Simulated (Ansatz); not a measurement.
InP:

```
In P
1.0
     0.00000    2.93050    2.93050
     2.93050    0.00000    2.93050
     2.93050    2.93050    0.00000
In P
1 1
Cartesian
  0.0000 0.0000 0.0000
  4.3957 4.3957 4.3957
```

Base run:

```yaml
Program: Ansatz 0.2.0
Functional: BLYP
Potentials_or_basis: Ansatz PAW
Cutoff: "420 eV (not typed: the program's choice for these potentials)"
k_mesh: 8 × 8 × 8
Occupations: fermi-dirac, width 0.05 eV
Spin: no spin polarisation
```

Its results: band gap on the k mesh 0.60 eV, direct; pressure 6.7 GPa.

**Question.** The run is repeated on the same cell with these changes: functional from BLYP to LDA. What comes out?

**Answer.** Band gap on the k mesh 0.48 eV, direct; pressure -1.2 GPa.

LDA binds more tightly than BLYP, so the same cell stands under less pressure.

Caveats: spin-orbit coupling is left out, which moves the levels of the heavy elements; the PAW data sets come from PBE, with cores solved anew for the run's functional, which leaves a small shift of forces and pressure.
